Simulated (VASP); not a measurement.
# Rb (Fm-3m) in VASP: a series of runs

The runs below take Rb through single point, with r2SCAN.

Program: VASP 6.6.1. These are calculated values, not measurements. Logs are shortened: lines on timing, memory, paths and dates and some standing lists are left out, and cuts for length are marked.

### Step 1. The crystal as given

Symmetry: Fm-3m, No. 225, cubic system. Conventional cell: a = 7.280 Å, b = 7.280 Å, c = 7.280 Å, α = 90.00°, β = 90.00°, γ = 90.00°.

This isn't the form of Rb at room conditions, which is bcc.

### Step 2. Single point, r2SCAN

The input, INCAR:

```
SYSTEM = Rb
PREC = Accurate
ENCUT = 550
EDIFF = 1E-6
ISMEAR = 1
SIGMA = 0.2
LREAL = .FALSE.
LASPH = .TRUE.
NELM = 100
ALGO = Normal
ISIF = 2
LWAVE = .FALSE.
LCHARG = .FALSE.
METAGGA = R2SCAN
LMIXTAU = .TRUE.
ADDGRID = .FALSE.
```

The input, KPOINTS:

```
regular mesh
0
G
  2 2 2
  0 0 0
```

The input, POSCAR:

```
Rb
1.0
    0.0000000000      3.6398846700      3.6398846700
    3.6398846700      0.0000000000      3.6398846700
    3.6398846700      3.6398846700      0.0000000000
Rb
1
Direct
    0.0000000000      0.0000000000      0.0000000000
```

Potentials or basis: VASP PAW PBE potentials, release 64 (Rb_sv).

On the command line:

```
> cat potpaw_PBE.64/Rb_sv/POTCAR > POTCAR
> mpirun -np 1 vasp_std > vasp.out
```

OUTCAR:

```text
SYSTEM = Rb
   PREC = Accurate
   ENCUT = 550
   EDIFF = 1E-6
   ISMEAR = 1
   LREAL = .FALSE.
   LASPH = .TRUE.
   NELM = 100
   ISIF = 2
   METAGGA = R2SCAN

 Found      3 irreducible k-points:

 Following reciprocal coordinates:
            Coordinates               Weight
  0.000000  0.000000  0.000000      1.000000
  0.500000  0.000000  0.000000      4.000000
  0.500000  0.500000  0.000000      3.000000
   k-points           NKPTS =      3   k-points in BZ     NKDIM =      3   number of bands    NBANDS=      8
   number of dos      NEDOS =    301   number of ions     NIONS =      1
   total plane-waves  NPLWV =  64000
   dimension x,y,z NGX =    40 NGY =   40 NGZ =   40
   dimension x,y,z NGXF=    80 NGYF=   80 NGZF=   80
   ions per type =               1
   NGX,Y,Z   is equivalent  to a cutoff of  12.92, 12.92, 12.92 a.u.
   NGXF,Y,Z  is equivalent  to a cutoff of  25.84, 25.84, 25.84 a.u.
 SYSTEM =  Rb
   PREC   = accura    normal or accurate (medium, high low for compatibility)
   ISTART =      0    job   : 0-new  1-cont  2-samecut
   ICHARG =      2    charge: 1-file 2-atom 10-const
   ISPIN  =      1    spin polarized calculation?
   LNONCOLLINEAR =      F non collinear calculations
   LSORBIT =      F    spin-orbit coupling
   LASPH  =      T    aspherical Exc in radial PAW
   ENCUT  =  550.0 eV  40.42 Ry    6.36 a.u.   9.84  9.84  9.84*2*pi/ulx,y,z
   NELM   =    100;   NELMIN=  2; NELMDL= -5     # of ELM steps
   EDIFF  = 0.1E-05   stopping-criterion for ELM
   LREAL  =      F    real-space projection
   EDIFFG = 0.1E-04   stopping-criterion for IOM
   NSW    =      0    number of steps for IOM
   IBRION =     -1    ionic relax: 0-MD 1-quasi-New 2-CG
   NFREE  =      0    steps in history (QN), initial steepest desc. (CG)
   ISIF   =      2    stress and relaxation
   ISYM   =      2    0-nonsym 1-usesym 2-fastsym
   POTIM  = 0.5000    time-step for ionic-motion
   TEBEG  =    0.0;   TEEND  =   0.0 temperature during run
   PSTRESS=    0.0 pullay stress
   NELECT =       9.0000    total number of electrons
   NUPDOWN=      -1.0000    fix difference up-down
   EMIN   =  10.00;   EMAX   =-10.00  energy-range for DOS
   EFERMI =   0.00;   METHOD = LEGACY
   ISMEAR =     1;   SIGMA  =   0.20  broadening in eV -4-tet -1-fermi 0-gaus
   EFERMI_NEDOS =   21; number of points for ismear=-14 and -15
   IALGO  =     38    algorithm
   IMIX   =      4    mixing-type and parameters
     AMIX     =   0.40;   BMIX     =  1.00
     AMIX_MAG =   1.60;   BMIX_MAG =  1.00
  volume/ion in A,a.u.               =      96.45       650.86
  Fermi-wavevector in a.u.,A,eV,Ry     =   0.742548  1.403213  7.501953  0.551378
  Thomas-Fermi vector in A             =   1.837453
   LORBIT       =      0    0 simple, 1 ext, 2 COOP (PROOUT), +10 PAW based schemes
   METAGGA = R2SCAN    functional components
   LHFCALC =     F    Hartree Fock is set to
   AEXX    =    0.0000 exact exchange contribution
   IVDW    =     0    specifies the selected vdW correction
   LEPSILON=     F    determine dielectric tensor
   LRPA    =     F    only Hartree local field effects (RPA)
 non-spin polarized calculation
 Methfessel and Paxton  Order N= 1 SIGMA  =   0.20
  energy-cutoff  :      550.00
  volume of cell :       96.45
 maximum number of plane-waves:      2824
 NGX is ok and might be reduce to    40
   NGX = 19   NGY = 19   NGZ = 19

 number of electron       9.0000000 magnetization

 Free energy of the ion-electron system (eV)
  ---------------------------------------------------
  ext. energy  EPLUGINS =         0.00000000
  ---------------------------------------------------
  free energy    TOTEN  =       -13.55307502 eV

  energy without entropy =      -13.53472447  energy(sigma->0) =      -13.54695817

 E-fermi :   0.2251     XC(G=0):  -5.4552

 val. band max:        0.1616492534   @ k =   0.5000   0.0000   0.0000
 cond. band min:       0.6627981274   @ k =   0.5000   0.0000   0.0000
 fundamental gap:      0.5011488740
 Fermi energy:         0.2251195283

 k-point     1 :       0.0000    0.0000    0.0000
  band No.  band energies     occupation
      1     -30.0641      2.00000
      2     -13.5628      2.00000
      3     -13.5628      2.00000
      4     -13.5628      2.00000
      5      -1.9471      2.00000
      6       3.8206     -0.00000
      7       3.8206     -0.00000
      8       3.8206     -0.00000

 k-point     2 :       0.5000    0.0000    0.0000
  band No.  band energies     occupation
      1     -30.0609      2.00000
      2     -13.6432      2.00000
      3     -13.5742      2.00000
      4     -13.5742      2.00000
      5       0.1616      1.50832
      6       0.6628     -0.00830
      7       3.6471     -0.00000
      8       3.6471     -0.00000

 k-point     3 :       0.5000    0.5000    0.0000
  band No.  band energies     occupation
      1     -30.0599      2.00000
      2     -13.6396      2.00000
      3     -13.5922      2.00000
      4     -13.5922      2.00000
      5       0.9000     -0.00002
      6       1.2595     -0.00000
      7       1.8504     -0.00000
      8       4.5969      0.00000

------------------------ aborting loop because EDIFF is reached ----------------------------------------

  FORCE on cell =-STRESS in cart. coord.  units (eV):
  Direction    XX          YY          ZZ          XY          YZ          ZX
  --------------------------------------------------------------------------------------
  -------------------------------------------------------------------------------------
  Total       -0.0736082     -0.0736082     -0.0736082      0.0000000      0.0000000      0.0000000
  in kB       -1.2227675     -1.2227675     -1.2227675      0.0000000      0.0000000      0.0000000
  external PRESSURE =      -1.2227675 kB  Pullay stress =       0.0000000 kB

 VOLUME and BASIS-vectors are now :
 -----------------------------------------------------------------------------
  energy-cutoff  :      550.00
  volume of cell :       96.45
      direct lattice vectors                 reciprocal lattice vectors
     0.000000000  3.639884670  3.639884670    -0.137366990  0.137366990  0.137366990
     3.639884670  0.000000000  3.639884670     0.137366990 -0.137366990  0.137366990
     3.639884670  3.639884670  0.000000000     0.137366990  0.137366990 -0.137366990

 POSITION                                       TOTAL-FORCE (eV/Angst)
 -----------------------------------------------------------------------------------
      0.00000      0.00000      0.00000         0.000000      0.000000      0.000000
 -----------------------------------------------------------------------------------
    total drift:                               -0.000000     -0.000000     -0.000000

  FREE ENERGIE OF THE ION-ELECTRON SYSTEM (eV)
  ---------------------------------------------------
  free  energy   TOTEN  =       -13.5530750212 eV

  energy  without entropy=      -13.5347244728  energy(sigma->0) =      -13.54695817
```

Run time: 29 s. Hardware: 1 thread of Intel Xeon 6975P-C (Granite Rapids), shared host; peak memory 0.24 GiB.

These settings aren't checked as converged: the numbers below hold their error.

Results:

| Quantity | Value |
| --- | --- |
| Free energy | -13.5531 eV |
| Pressure | -0.1 GPa |
| Band gap on the k mesh | none (metal or under the smearing width) |

Caveat: the k mesh is coarse (spacing up to 0.75 Å⁻¹), so the values aren't converged; the PAW data sets were made with another functional, which shifts forces and pressure a little.

### Step 3. Single point, r2SCAN

INCAR is that of step 2.

KPOINTS is that of step 2.

The input, POSCAR:

```
Rb
1.0
    0.0790870000      3.6559800000      3.6130310000
    3.6559400000      0.0406780000      3.6514400000
    3.6810400000      3.7194890000      0.0155780000
Rb
1
Direct
   -0.0191540000      0.0033960000      0.0084760000
```

Potentials or basis: VASP PAW PBE potentials, release 64 (Rb_sv).

On the command line:

```
> cat potpaw_PBE.64/Rb_sv/POTCAR > POTCAR
> mpirun -np 1 vasp_std > vasp.out
```

Wall time 58 s (1 thread of Intel Xeon 6975P-C (Granite Rapids), shared host); peak memory 0.25 GiB.

These settings aren't checked as converged: the numbers below hold their error.

What came out:

```
Free energy            : -13.5600 eV
Pressure               : -0.2 GPa
Band gap on the k mesh : none (metal or under the smearing width)
```

Caveat: the k mesh is coarse (spacing up to 0.76 Å⁻¹), so the values aren't converged; the PAW data sets were made with another functional, which shifts forces and pressure a little.

### Step 4. Single point, r2SCAN

INCAR, as its differences from that of step 3:

```diff
@@ -2,3 +2,3 @@
 PREC = Accurate
-ENCUT = 550
+ENCUT = 250
 EDIFF = 1E-6
```

The input, KPOINTS:

```
regular mesh
0
G
  3 3 3
  0 0 0
```

The input, POSCAR:

```
Rb
1.0
    0.0000000000      3.6398846700      3.6398846700
    3.6398846700      0.0000000000      3.6398846700
    3.6398846700      3.6398846700      0.0000000000
Rb
1
Direct
    0.0000000000      0.0000000000      0.0000000000
```

On the command line:

```
> cat potpaw_PBE.64/Rb_sv/POTCAR > POTCAR
> mpirun -np 1 vasp_std > vasp.out
```

Wall time 13 s (1 thread of Intel Xeon 6975P-C (Granite Rapids), shared host); peak memory 0.15 GiB.

The run converged, but some of its settings lie outside the range that counts as converged, so its numbers aren't taken as properties of the crystal.

What came out:

```
Free energy            : -13.9915 eV
Band gap on the k mesh : none (metal or under the smearing width)
```

Caveat: the k mesh is coarse (spacing up to 0.50 Å⁻¹), so the values aren't converged; the cutoff is under 1.25 times the usual one of these potentials, so pressure, stress and relaxed cells hold a basis-set (Pulay) error; the PAW data sets were made with another functional, which shifts forces and pressure a little.

(Continued in part 2 of 2.)
